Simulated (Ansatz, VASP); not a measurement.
# BP in VASP and in Ansatz

File INCAR:

```
SYSTEM = BP
ALGO = Normal ; EDIFF = 1E-7
ENCUT = 520 ; GGA = PE
ISIF = 2 ; ISMEAR = 0
LASPH = .True. ; LCHARG = .True.
LELF = .True. ; LREAL = .False.
LVHAR = .True. ; LWAVE = .False.
NBANDS = 11 ; NELM = 100
PREC = Accurate ; SIGMA = 0.02
```

The input KPOINTS:

```
k-points
0
Gamma
  10 10 10
  0 0 0
```

Contents of POSCAR:

```
BP
1.0
    0.0000000000      2.2966698304      2.2966698304
    2.2966698304      0.0000000000      2.2966698304
    2.2966698304      2.2966698304      0.0000000000
B P
1 1
Direct
    0.0000000000      0.0000000000      0.0000000000
    0.2500000000      0.2500000000      0.2500000000
```

Input for Ansatz:

```yaml
crystal:
  lattice:
    - [0.0, 2.2966698304, 2.2966698304]
    - [2.2966698304, 0.0, 2.2966698304]
    - [2.2966698304, 2.2966698304, 0.0]
  atoms:
    - { symbol: B, position: [0.0, 0.0, 0.0] }
    - { symbol: P, position: [0.25, 0.25, 0.25] }
basis:
  ecutwfc: 420
kpoints:
  mp_grid: { grid: [10, 10, 10] }
hamiltonian:
  xc: pbe
scf:
  occupations: { method: gaussian, width: 0.02 }
output:
  forces: true
  stress: true
  eigenvalues: true
```

Alike in both runs: task single point; functional PBE; k mesh 10 × 10 × 10; occupations gaussian, width 0.02 eV; no spin polarisation.

|  | VASP | Ansatz |
| --- | --- | --- |
| version | VASP 6.6.1 | Ansatz 0.2.0 |
| potentials or method | VASP PAW PBE potentials, release 64 (B, P) | scalar-relativistic, plane waves, PAW |
| plane-wave cutoff (eV) | 520 | 420 |
| valence electrons in the cell | 8 | 8 |

```csv
,VASP,Ansatz,Ansatz less VASP
gap on the k mesh at the Fermi level (eV),1.29,1.29,+0.003
least direct gap on the mesh (eV),3.35,3.35,+0.003
pressure (GPa),-4.7,-4.5,+0.20
```

A k mesh can miss the band edges. Expect the measured gap to be larger: semilocal functionals such as PBE lack the derivative discontinuity.
